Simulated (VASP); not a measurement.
TiTe, 2 atoms in the cell. It takes space group F-43m (No. 216, cubic). Conventional cell: a = 6.621 Å, b = 6.621 Å, c = 6.621 Å, α = 90.00°, β = 90.00°, γ = 90.00°. Ti (site symmetry -43m) has 4 Te at 2.87 Å as nearest neighbours. Around Te (site symmetry -43m) lie 4 Ti at 2.87 Å. The cell comes from a database or a generator and needn't be the stable form of this composition.

- Program: VASP 6.6.1
- Task: single point
- Functional: PBE
- Potentials or basis: VASP PAW PBE potentials, release 64 (Ti_sv, Te)
- Cutoff: 520 eV
- k mesh: 5 × 5 × 5
- Occupations: gaussian, width 0.05 eV
- Spin: collinear spin, random start
- Starting moments: [0.2, 0.0] μB
- Further INCAR settings: ALGO = Normal; EDIFF = 1e-07

Potentials or basis: VASP PAW PBE potentials, release 64 (Ti_sv, Te).

The run is started by

```bash
$ cat potpaw_PBE.64/Ti_sv/POTCAR potpaw_PBE.64/Te/POTCAR > POTCAR
$ mpirun -np 1 vasp_std > vasp.out
```

Hardware: 1 thread of Intel(R) Xeon(R) Platinum 8375C CPU @ 2.90GHz (Ice Lake) (shared host).

How long does it take, and how much memory?

It took 52 s on 1 thread of Intel(R) Xeon(R) Platinum 8375C CPU @ 2.90GHz (Ice Lake), on a shared host, peak memory 0.24 GiB. Counts: scf iterations 19, k points 10.
